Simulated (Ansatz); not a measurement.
Crystal: TiO2.

```
Ti O
1.0
     6.15358   -1.88347    0.00000
     6.15358    1.88347    0.00000
    -1.92833    0.00000    6.32897
Ti O
4 8
Direct
  0.90007 0.90007 0.28960
  0.19529 0.19529 0.28376
  0.09993 0.09993 0.71040
  0.80471 0.80471 0.71624
  0.36193 0.36193 0.29340
  0.26349 0.26349 0.65250
  0.86719 0.86719 0.99529
  0.73651 0.73651 0.34750
  0.94165 0.94165 0.63002
  0.13281 0.13281 0.00471
  0.63807 0.63807 0.70660
  0.05835 0.05835 0.36998
```

The cell comes from a database or a generator and needn't be the stable form of this composition.

| Item | Value |
| --- | --- |
| Program | Ansatz 0.2.0 |
| Task | relaxation of cell and atoms |
| Functional | RPBE |
| Dispersion | D3(BJ) |
| Potentials or basis | Ansatz PAW |
| Cutoff | 420 eV (not typed: the program's choice for these potentials) |
| k mesh | 8 × 8 × 4 |
| Occupations | fermi-dirac, width 0.05 eV |
| Spin | no spin polarisation |

At the start: volume 12.23 Å³/atom.

Where does the relaxation end?

It ends after 9 steps and the volume is 11.52 Å³/atom (-5.8 %); space group C2/m (No. 12, to 0.05 Å).

The path:
| step | energy change (eV) | largest force (eV/Å) | volume (Å³) |
| --- | --- | --- | --- |
| 1 | 0.0000 | 0.5597 | 146.71 |
| 2 | -0.3472 | 0.3007 | 140.38 |
| 3 | -0.3890 | 0.0949 | 137.90 |
| 4 | -0.3877 | 0.1454 | 138.53 |
| 5 | -0.3913 | 0.0599 | 138.44 |
| 6 | -0.3917 | 0.0086 | 138.41 |
| 7 | -0.3709 | 0.0088 | 138.41 |
| 8 | -0.3718 | 0.0036 | 138.21 |
| 9 | -0.3711 | 0.0036 | 138.21 |

Final structure:
```yaml
crystal:
  lattice:
    - [6.02026, -1.86957, 0.01766]
    - [6.02026, 1.86957, 0.01766]
    - [-1.86838, 0.00000, 6.13421]
  atoms:
    - { symbol: Ti, position: [0.89826, 0.89826, 0.29572] }
    - { symbol: Ti, position: [0.19889, 0.19889, 0.29015] }
    - { symbol: Ti, position: [0.10174, 0.10174, 0.70428] }
    - { symbol: Ti, position: [0.80111, 0.80111, 0.70985] }
    - { symbol: O, position: [0.36599, 0.36599, 0.30278] }
    - { symbol: O, position: [0.26469, 0.26469, 0.64948] }
    - { symbol: O, position: [0.86197, 0.86197, 0.99570] }
    - { symbol: O, position: [0.73531, 0.73531, 0.35052] }
    - { symbol: O, position: [0.94150, 0.94150, 0.63330] }
    - { symbol: O, position: [0.13803, 0.13803, 0.00430] }
    - { symbol: O, position: [0.63401, 0.63401, 0.69722] }
    - { symbol: O, position: [0.05850, 0.05850, 0.36670] }
```

Caveat: the plane-wave basis is chosen anew once the cell has moved, so the energies of steps on either side of that aren't comparable; the pressure holds a Pulay correction of +0.6 GPa for the finite cutoff; the PAW data sets come from PBE, with cores solved anew for the run's functional, which leaves a small shift of forces and pressure.
